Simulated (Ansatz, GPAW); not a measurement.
Given: the input of a run of GPAW 26.7.0 (ASE script) on HgTe. Measurements of this composition are mostly on another form, of space group No. 216.

run.py

```python
from ase import Atoms
from ase.dft.bandgap import bandgap
from ase.io import write
from ase.units import GPa
from gpaw import GPAW, PW, setup_paths

setup_paths.insert(0, '.')

atoms = Atoms(['Hg', 'Hg', 'Te', 'Te'],
              cell=[[2.992518, -3.466929, 0.0],
                    [2.992518, 3.466929, 0.0],
                    [0.0, 0.0, 5.798157]],
              scaled_positions=[[0.65695, 0.34305, 0.25],
                                [0.34305, 0.65695, 0.75],
                                [0.215191, 0.784809, 0.25],
                                [0.784809, 0.215191, 0.75]],
              pbc=True)

calc = GPAW(mode=PW(600),
            xc='PBEsol',
            kpts={'size': (6, 6, 5), 'gamma': True},
            occupations={'name': 'fermi-dirac', 'width': 0.05},
            nbands=31,
            convergence={'density': 1e-05, 'energy': 1e-05},
            maxiter=150,
            txt='gpaw.txt')
atoms.calc = calc
energy = atoms.get_potential_energy()
forces = atoms.get_forces()
stress = atoms.get_stress()
calc.write('gs.gpw')
write('result.traj', atoms)
print(f'Energy: {energy:.6f} eV')
print('Forces (eV/A):')
print(forces.round(4))
print('Stress (GPa):', (stress / GPa).round(3))
print('Fermi level:', round(calc.get_fermi_level(), 4), 'eV')
print(f'Gap: {bandgap(calc)[0]:.4f} eV, direct: {bandgap(calc, direct=True)[0]:.4f} eV')
```

Potentials or basis: PAW data sets generated in the run's folder for this functional, pw.

Launch:

```console
$ gpaw-setup -f PBEsol Hg Te
$ OMP_NUM_THREADS=1 python run.py
```

Problem. Translate it to Ansatz 0.2.0. Potentials or basis there: Ansatz PAW, cutoff 420 eV.

Solution. As run (cutoffs and basis follow the program's own potentials, and thresholds, step limits or extra output files can differ):

The input input.yaml:

```yaml
crystal:
  lattice:
    - [2.992518, -3.466929, 0.0]
    - [2.992518, 3.466929, 0.0]
    - [0.0, 0.0, 5.798157]
  atoms:
    - { symbol: Hg, position: [0.65695, 0.34305, 0.25] }
    - { symbol: Hg, position: [0.34305, 0.65695, 0.75] }
    - { symbol: Te, position: [0.215191, 0.784809, 0.25] }
    - { symbol: Te, position: [0.784809, 0.215191, 0.75] }
hamiltonian:
  xc: pbesol
  pseudopotentials: { kind: paw }
kpoints:
  mp_grid: { grid: [6, 6, 5] }
scf:
  occupations: { method: fermi_dirac, width: 0.05 }
output:
  forces: true
  stress: true
  eigenvalues: true
  write_density: true
  write_potential: true
  elf: true
  volumetric_format: npy
```

Potentials or basis: Ansatz PAW.

Launch:

```bash
$ ansatz run input.yaml --threads 1 --pin off --max-ram 3584MiB --backend cpu --events-out ev --progress --plain --runs-dir out
```

Both were run:

|  | GPAW | Ansatz |
| --- | --- | --- |
| Pressure | -3.4 GPa | -3.4 GPa |
| Largest force | 0.212 eV/Å | 0.203 eV/Å |

Ansatz's pressure holds a Pulay term of +0.03 GPa for its cutoff of 420 eV, which the other run lacks.

The potentials hold 48 and 72 valence electrons a cell.

Ansatz's potentials were made for PBE.

Where Ansatz's input types no cutoff or centring, it takes its own default and a Γ-centred mesh.

Pressure is positive in compression.
